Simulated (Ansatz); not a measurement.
A run of Ansatz 0.2.0 is set up as follows.

run.py

```python
import json

import ase.io
import numpy as np

import ansatz as az

atoms = ase.io.read("POSCAR", format="vasp")

calculation = (
    az.Crystal.from_ase(atoms)
    .calculation()
    .kpoints(6, 6, 6)
    .functional("lc_wpbe")
    .pseudopotentials(kind="nc", accuracy="stringent")
    .occupations(method="cold", width=0.1)
    .forces()
    .stress()
    .band_table(publish=True)
)
outcome = calculation.run(threads=2, events_out="events.jsonl")

report = outcome.report
for line in open("events.jsonl"):
    event = json.loads(line)
    if event["event"] == "scf_iter":
        d = event["data"]
        print(f"SCF {d['iter']:3d}  HF = {d['harris_foulkes_ev']:.6f} eV  dr2 = {d['dr2_ev']:.2e} eV")
    elif event["event"] in ("relax_step", "md_step"):
        d = event["data"]
        print(f"{event['event']} {d['step']:3d}  E = {d['lagrangian_ev']:.6f} eV")
np.set_printoptions(precision=5, suppress=True, linewidth=110)
print("converged:", report["converged"], "after", report["n_iterations"], "iterations")
print(f"free energy {report['free_energy_ev']:.6f} eV, Fermi level {report['fermi_energy_ev']:.4f} eV")
for key in ("band_edges_ev", "magnetization_mub", "site_moments_mub", "site_moments_nc_mub", "forces_ev_ang",
                "stress_gpa"):
    if report.get(key) is not None:
        print(key, np.array(report[key]), sep="\n")
```

The input POSCAR:

```
BAs
1.0
    0.0000000000      2.3885000000      2.3885000000
    2.3885000000      0.0000000000      2.3885000000
    2.3885000000      2.3885000000      0.0000000000
As B
1 1
Direct
    0.7500000000      0.7500000000      0.7500000000
    0.0000000000      0.0000000000      0.0000000000
```

Potentials or basis: PseudoDojo stringent.

Command:

```console
$ python run.py
```

Problem. Predict the pressure.

Solution. -5.7 GPa.

Problem. What does it give for the band gap on the k mesh?

Solution. 6.36 eV, indirect (least direct gap 8.70 eV).

Caveat: the potentials were made for another functional, which shifts forces and pressure; the thresholds are loose for stress. A k mesh can miss the band edges.
